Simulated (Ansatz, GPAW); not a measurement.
Given: the input of a run of Ansatz 0.2.0 on TiTe. The cell comes from a database or a generator and needn't be the stable form of this composition.

input.yaml

```yaml
crystal:
  lattice:
    - [0.0, 3.05006681, 3.05006681]
    - [3.05006681, 0.0, 3.05006681]
    - [3.05006681, 3.05006681, 0.0]
  atoms:
    - { symbol: Ti, position: [0.5, 0.5, 0.5] }
    - { symbol: Te, position: [0.0, 0.0, 0.0] }
hamiltonian:
  xc: r2scan
  pseudopotentials: { kind: paw }
kpoints:
  mp_grid: { grid: [8, 8, 8] }
scf:
  occupations: { method: fermi_dirac, width: 0.05 }
output:
  forces: true
  stress: true
  eigenvalues: true
  write_density: true
  write_potential: true
  elf: true
  volumetric_format: npy
```

Potentials or basis: Ansatz PAW.

Run with:

```sh
$ ansatz run input.yaml --threads 2 --pin off --max-ram 5632MiB --backend cpu --events-out ev --progress --plain --runs-dir out
```

**Question.** Set up the same calculation for GPAW 26.7.0 (ASE script). Potentials or basis there: GPAW PAW data sets (gpaw-data 1.2.1), cutoff 600 eV.

**Answer.** As run (cutoffs and basis follow the program's own potentials, and thresholds, step limits or extra output files can differ):

run.py

```python
from ase.dft.bandgap import bandgap
from ase.io import read, write
from ase.units import GPa
from gpaw import GPAW, PW

atoms = read('POSCAR')

calc = GPAW(mode=PW(600),
            xc='MGGA_X_R2SCAN+MGGA_C_R2SCAN',
            kpts={'size': (8, 8, 8), 'gamma': True},
            occupations={'name': 'fermi-dirac', 'width': 0.05},
            nbands=19,
            convergence={'density': 1e-05, 'energy': 1e-05},
            maxiter=150,
            txt='gpaw.txt')
atoms.calc = calc
energy = atoms.get_potential_energy()
forces = atoms.get_forces()
stress = atoms.get_stress()
calc.write('gs.gpw')
write('result.traj', atoms)
print(f'Energy: {energy:.6f} eV')
print('Forces (eV/A):')
print(forces.round(4))
print('Stress (GPa):', (stress / GPa).round(3))
print('Fermi level:', round(calc.get_fermi_level(), 4), 'eV')
print(f'Gap: {bandgap(calc)[0]:.4f} eV, direct: {bandgap(calc, direct=True)[0]:.4f} eV')
```

Contents of POSCAR:

```
TiTe
1.0
    0.0000000000      3.0500668100      3.0500668100
    3.0500668100      0.0000000000      3.0500668100
    3.0500668100      3.0500668100      0.0000000000
Ti Te
1 1
Direct
    0.5000000000      0.5000000000      0.5000000000
    0.0000000000      0.0000000000      0.0000000000
```

Potentials or basis: GPAW PAW data sets (gpaw-data 1.2.1), pw.

Launch:

```sh
$ OMP_NUM_THREADS=1 python run.py
```

Both were run:

|  | Ansatz | GPAW |
| --- | --- | --- |
| Pressure | -11.4 GPa | -11.7 GPa |

Ansatz's pressure holds a Pulay term of +0.05 GPa for its cutoff of 500 eV, which the other run lacks.

The potentials hold 28 and 18 valence electrons a cell.

Ansatz's potentials were made for PBE. GPAW's potentials were made for PBE.

Where Ansatz's input types no cutoff or centring, it takes its own default and a Γ-centred mesh.

The cell lies far from this level's equilibrium.

Pressure is positive in compression.
